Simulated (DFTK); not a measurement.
Input of a DFTK 0.8.2 run:

Contents of run.jl:

```julia
using DFTK
using PseudoPotentialData
using Unitful, UnitfulAtomic
using LinearAlgebra, Printf
include("save.jl")
disable_threading()

# lattice vectors are the columns
lattice = austrip(1u"Å") * [           0.0      3.2333428      3.2333428;
                3.2333428            0.0      3.2333428;
                3.2333428      3.2333428            0.0]
symbols   = [:Sn, :Sn]
positions = [[0.75, 0.75, 0.75],
             [0.5, 0.5, 0.5]]
pseudopotentials = PseudoFamily("cp2k.nc.sr.lda.v0_1.largecore.gth")
elements = Dict(s => ElementPsp(s, pseudopotentials) for s in unique(symbols))
atoms    = [elements[s] for s in symbols]

build_model(lattice, positions; symmetries=true) =
    model_DFT(lattice, atoms, positions;
              functionals=LDA(),
              temperature=austrip(0.05u"eV"),
              smearing=Smearing.FermiDirac(),
              symmetries)
Ecut  = 20.0  # hartree
kgrid = [7, 7, 7]
tol   = 1e-6
to_GPa = ustrip(uconvert(u"GPa", 1u"hartree/bohr^3"))

model = build_model(lattice, positions)
basis = PlaneWaveBasis(model; Ecut, kgrid)
display(basis)
scfres = self_consistent_field(basis;
                               tol,
                               nbandsalg=AdaptiveBands(model; n_bands_converge=9))
display(scfres.energies)
@printf "Fermi level: %.6f eV\n" ustrip(auconvert(u"eV", something(scfres.εF, NaN)))
forces = compute_forces_cart(scfres)
println("Forces (eV/Å)")
for (s, f) in zip(symbols, forces)
    @printf "%-3s %12.6f %12.6f %12.6f\n" s ustrip.(auconvert.(u"eV/Å", f))...
end
stress = compute_stresses_cart(scfres)
println("Stress (GPa)")
display(round.(stress * to_GPa; digits=4))
println("Levels at the first k-point (eV): ", round.(ustrip.(auconvert.(u"eV", scfres.eigenvalues[1][1:scfres.n_bands_converge])); digits=4))
save_scf!(scfres; forces, stress)

points = Dict("G" => [0.0, 0.0, 0.0], "K" => [0.375, 0.375, 0.75], "L" => [0.5, 0.5, 0.5], "U" => [0.625, 0.25, 0.625], "W" => [0.5, 0.25, 0.75], "X" => [0.5, 0.0, 0.5])
segments = [("G", "X", 7), ("X", "W", 4), ("W", "K", 3), ("K", "G", 7), ("G", "L", 6), ("L", "U", 4), ("U", "W", 3), ("W", "L", 5), ("L", "K", 4), ("U", "X", 3)]
kcoords = vcat([[points[a] + t * (points[b] - points[a]) for t in range(0, 1, n)] for (a, b, n) in segments]...)
bands = compute_bands(scfres, ExplicitKpoints(kcoords); n_bands=11, tol=1e-5)
for (k, ε) in zip(bands.basis.kpoints, bands.eigenvalues)
    @printf "%d %8.4f %8.4f %8.4f " k.spin k.coordinate...
    println(join([@sprintf("%9.4f", e) for e in ustrip.(auconvert.(u"eV", ε .- scfres.εF))]))
end
results["band_energies"] = rows(bands.eigenvalues); results["band_kpoints"] = rows(kcoords)
```

Potentials or basis: cp2k.nc.sr.lda.v0_1.largecore.gth (LDA, GTH).

Run with:

```sh
$ julia --threads=1 run.jl  # save.jl only writes the numbers to a file and isn't shown; printed stress counts tension as positive; times include loading and compiling
```

**Question.** What does it give for the band gap on the k mesh?

**Answer.** None (metal or under the smearing width).

**Question.** What does it give for the pressure?

**Answer.** -1.2 GPa.

Levels at the corners of the path, in eV from the Fermi level:
```
point  band 2  band 3  band 4  band 5  band 6  band 7
    Γ   -0.57    0.09    0.09    0.09    2.27    2.27
    X   -7.56   -2.43   -2.43    0.83    0.83    7.92
    W   -7.50   -3.03   -3.03    3.56    3.56    4.09
    K   -7.07   -3.37   -2.08    1.13    3.47    5.93
    Γ   -0.57    0.09    0.09    0.09    2.27    2.27
    L   -6.32   -1.09   -1.09    0.03    3.32    3.32
    U   -7.07   -3.37   -2.08    1.13    3.47    5.93
    W   -7.50   -3.03   -3.03    3.56    3.56    4.09
    L   -6.32   -1.09   -1.09    0.03    3.32    3.32
    K   -7.07   -3.37   -2.08    1.13    3.47    5.93
    U   -7.07   -3.37   -2.08    1.13    3.47    5.93
    X   -7.56   -2.43   -2.43    0.83    0.83    7.92
```

Caveat: GTH potentials come without recommended cutoffs, and this one wasn't checked for convergence; spin-orbit coupling is left out, which moves the levels of the heavy elements.
